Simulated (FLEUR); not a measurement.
# AlCo (Pm-3m) in FLEUR: single point with PBE

Aim: the single point of AlCo with PBE.

All numbers are computed with FLEUR MaX-R8.1 (later development tree); they aren't measurements. Logs are shortened: lines on timing, memory, paths and dates and some standing lists are left out, and cuts for length are marked.

## 1. The crystal as given

It takes space group Pm-3m (No. 221, cubic). The conventional cell has a = 2.819 Å, b = 2.819 Å, c = 2.819 Å, α = 90.00°, β = 90.00°, γ = 90.00°. Co (site symmetry m-3m) is surrounded by 8 Al at 2.44 Å. Al (site symmetry m-3m) has 8 Co at 2.44 Å as nearest neighbours.

The cell is a database's computed one.

## 2. Single point, PBE, collinear spin, ferromagnetic start

Contents of inp.xml:

```xml
<?xml version="1.0" encoding="UTF-8" standalone="no"?>
<fleurInput fleurInputVersion="0.39">
   <comment>
      AlCo                                                                                                
   </comment>
   <calculationSetup>
      <cutoffs Kmax="4.28" Gmax="13.3" GmaxXC="13.3" numbands="0"/>
      <scfLoop itmax="60" minDistance="0.00001" maxIterBroyd="15" imix="Anderson" alpha="0.05" precondParam="0.0" spinf="2.0" sdNocoIR="T"/>
      <coreElectrons ctail="T" frcor="F" kcrel="0" coretail_lmax="0"/>
      <xcFunctional name="pbe" relativisticCorrections="F"/>
      <magnetism jspins="2"/>
      <soc l_soc="F" theta="0.0" phi="0.0" spav="F"/>
      <expertModes spex="0" secvar="F"/>
      <geometryOptimization l_f="T" forcealpha="1.0" forcemix="BFGS" epsdisp="0.0005" epsforce="0.0002"/>
      <ldaU l_linMix="F" mixParam="0.05" spinf="1.0"/>
   </calculationSetup>
   <cell>
      <bzIntegration valenceElectrons="28.0" mode="hist" fermiSmearingEnergy="0.00183747">
         <kPointListSelection listName="default-1"/>
         <!-- k-points included here -->
         <xi:include xmlns:xi="http://www.w3.org/2001/XInclude" href="kpts.xml"> </xi:include>
      </bzIntegration>
      <!-- symmetry operations included here -->
      <xi:include xmlns:xi="http://www.w3.org/2001/XInclude" href="sym.xml"> </xi:include>
      <bulkLattice scale="1.0">
         <bravaisMatrix>
            <row-1>    5.3278999017180997     0.0000000000000000     0.0000000000000000</row-1>
            <row-2>    0.0000000000000000     5.3278999017180997     0.0000000000000000</row-2>
            <row-3>    0.0000000000000000     0.0000000000000000     5.3278999017180997</row-3>
         </bravaisMatrix>
      </bulkLattice>
   </cell>
   <atomSpecies>
      <species name="Cobalt (Co2.001" element="Co" atomicNumber="27">
         <mtSphere radius="2.2" gridPoints="751" logIncrement="0.016"/>
         <atomicCutoffs lmax="9" lnonsphr="7"/>
         <electronConfig flipSpins="F">
            <coreConfig>(1s1/2) (2s1/2) (2p1/2) (2p3/2)</coreConfig>
            <valenceConfig>(3s1/2) (3p1/2) (3p3/2) (4s1/2) (3d3/2) (3d5/2)</valenceConfig>
            <stateOccupation state="(3d3/2)" spinUp="1.5005" spinDown="1.2995"/>
            <stateOccupation state="(3d5/2)" spinUp="3.0" spinDown="1.2"/>
         </electronConfig>
         <energyParameters s="4" p="4" d="3" f="4"/>
         <lo type="SCLO" l="0" n="3" eDeriv="0"/>
         <lo type="SCLO" l="1" n="3" eDeriv="0"/>
         <lo type="SCLO" l="1" n="3" eDeriv="1"/>
         <lo type="SCLO" l="2" n="3" eDeriv="2"/>
         <lo type="SCLO" l="3" n="4" eDeriv="2"/>
      </species>
      <species name="Aluminum (Al)" element="Al" atomicNumber="13">
         <mtSphere radius="1.94" gridPoints="661" logIncrement="0.017"/>
         <atomicCutoffs lmax="8" lnonsphr="6"/>
         <electronConfig flipSpins="F">
            <coreConfig>(1s1/2)</coreConfig>
            <valenceConfig>(2s1/2) (2p1/2) (2p3/2) (3s1/2) (3p1/2) (3p3/2)</valenceConfig>
            <stateOccupation state="(3p1/2)" spinUp="0.166667" spinDown="0.166667"/>
            <stateOccupation state="(3p3/2)" spinUp="0.333333" spinDown="0.333333"/>
         </electronConfig>
         <energyParameters s="3" p="3" d="3" f="4"/>
         <lo type="SCLO" l="0" n="2" eDeriv="0"/>
         <lo type="SCLO" l="1" n="2" eDeriv="0"/>
         <lo type="SCLO" l="2" n="3" eDeriv="2"/>
         <lo type="SCLO" l="3" n="4" eDeriv="2"/>
      </species>
   </atomSpecies>
   <atomGroups>
      <atomGroup species="Cobalt (Co2.001">
         <relPos label="                   1">1.000/2.000 1.000/2.000 1.000/2.000</relPos>
         <force calculate="T" relaxXYZ="TTT"/>
      </atomGroup>
      <atomGroup species="Aluminum (Al)">
         <relPos label="                   2">.0000000000 .0000000000 .0000000000</relPos>
         <force calculate="T" relaxXYZ="TTT"/>
      </atomGroup>
   </atomGroups>
   <output dos="F" band="F" slice="F">
      <checks vchk="F" cdinf="F"/>
      <bandDOS minEnergy="-.5*Htr" maxEnergy="0.5*Htr" sigma="0.015" storeEVData="T"/>
      <vacuumDOS vacdos="F" integ="F" star="F" nstars="0" locx1="0.0" locy1="0.0" locx2="0.0" locy2="0.0" nstm="0" tworkf="0.0"/>
      <unfoldingBand unfoldBand="F" supercellX="1" supercellY="1" supercellZ="1"/>
      <plotting iplot="0" polar="F">
         <plot TwoD="T" vec1="  1.0  0.0  0.0" vec2="  0.0  1.0  0.0" vec3="  0.0  0.0  1.0" zero="  0.0  0.0  0.0" file="plot"/>
      </plotting>
      <chargeDensitySlicing numkpt="0" minEigenval="0.0" maxEigenval="0.0" nnne="0" pallst="F"/>
      <specialOutput eonly="F"/>
      <moessbauerParams electricFieldGradient="T" isomerShift="T" coreHyperfine="T" valenceHyperfine="T"/>
      <magneticCircularDichroism mcd="F" energyLo="-10.0" energyUp="0.0"/>
   </output>
  <!-- We include the file relax.xml here to enable relaxations (see documentation) -->
  <xi:include xmlns:xi="http://www.w3.org/2001/XInclude" href="relax.xml"> <xi:fallback/> </xi:include>
</fleurInput>
```

Contents of crystal.txt:

```
AlCo
&input cartesian=F /
2.8194032100  0.0000000000  0.0000000000
0.0000000000  2.8194032100  0.0000000000
0.0000000000  0.0000000000  2.8194032100
1.8897261246
1.0 1.0 1.0

2
27 0.5000000000  0.5000000000  0.5000000000 : 2.001
13 0.0000000000  0.0000000000  0.0000000000

&kpt div1=9 div2=9 div3=9 gamma=T /
```

Potentials or basis: all-electron, FLAPW.

On the command line:

```bash
inpgen -f crystal.txt -profile fastHighL
# inp.xml edited to the form shown
fleur_MPI
```

What it wrote:

```text
Welcome to FLEUR        (www.flapw.de)
      MaX-Release 8.1          (www.max-centre.eu)

 ========== k-point set info ==========
 Selected k-point list: default-1
 k-point list type: mesh
 9 x 9 x 9
 Number of k points: 35

 ------------Calculation Setup---------------------------
 Number of MPI-tasks      :            1
 Number of PE/node        :            1
 Number of OMP-threads    :            1
 Most efficient MPI parallelization for:
           1           5           7          35
 Additional eigenvalue parallelization possible
 Number of basis functions:          281
 Approximate size of matrices (H+S) per k-point:         0.001 GB
 --------------------------------------------------------
 Iteration:     1   Distance:      30.31517134 me/bohr^3
 Iteration:     2   Distance:      28.42615683 me/bohr^3
 Iteration:     3   Distance:      21.67377620 me/bohr^3
 Iteration:     4   Distance:       7.93299906 me/bohr^3
 Iteration:     5   Distance:       7.46979615 me/bohr^3
 Iteration:     6   Distance:       8.94736829 me/bohr^3
 Iteration:     7   Distance:       6.24833694 me/bohr^3
 Iteration:     8   Distance:       6.32016018 me/bohr^3
 Iteration:     9   Distance:       5.13670751 me/bohr^3
 Iteration:    10   Distance:       4.04407256 me/bohr^3
[... 9 lines left out ...]
 Iteration:    20   Distance:       0.02939266 me/bohr^3
 Iteration:    21   Distance:       0.00688213 me/bohr^3
 Iteration:    22   Distance:       0.00354536 me/bohr^3
 Iteration:    23   Distance:       0.00115828 me/bohr^3
 Iteration:    24   Distance:       0.00078621 me/bohr^3
 Iteration:    25   Distance:       0.00089319 me/bohr^3
 Iteration:    26   Distance:       0.00008313 me/bohr^3
 Iteration:    27   Distance:       0.00001082 me/bohr^3
 Iteration:    28   Distance:       0.00001691 me/bohr^3
 Iteration:    29   Distance:       0.00000072 me/bohr^3

 ********************************************************************
 Run finished successfully
 Stop message:
   Structural relaxation: Done
 ********************************************************************
```

Run time: 1.9 min. Hardware: 1 thread of Arm Neoverse V1, shared host; peak memory 0.07 GiB.

What came out:

| Quantity | Value |
| --- | --- |
| Free energy | -44527.1946 eV |
| Band gap on the k mesh | none (metal or under the smearing width) |
| Net moment | 0.00 μB per cell |
| Valence electrons inside the program's atomic spheres | Co 15.97; Al 8.91 (radii Co 2.2, Al 1.94 bohr) |

Core levels (eV from the Fermi level):
```
atom                                                   levels
1 Co  1s1/2 -7584.0, 2s1/2 -891.2, 2p1/2 -772.1, 2p3/2 -757.3
2 Al                                            1s1/2 -1505.1
```

Caveat: the starting moments collapsed, and a magnetic state may lie lower.
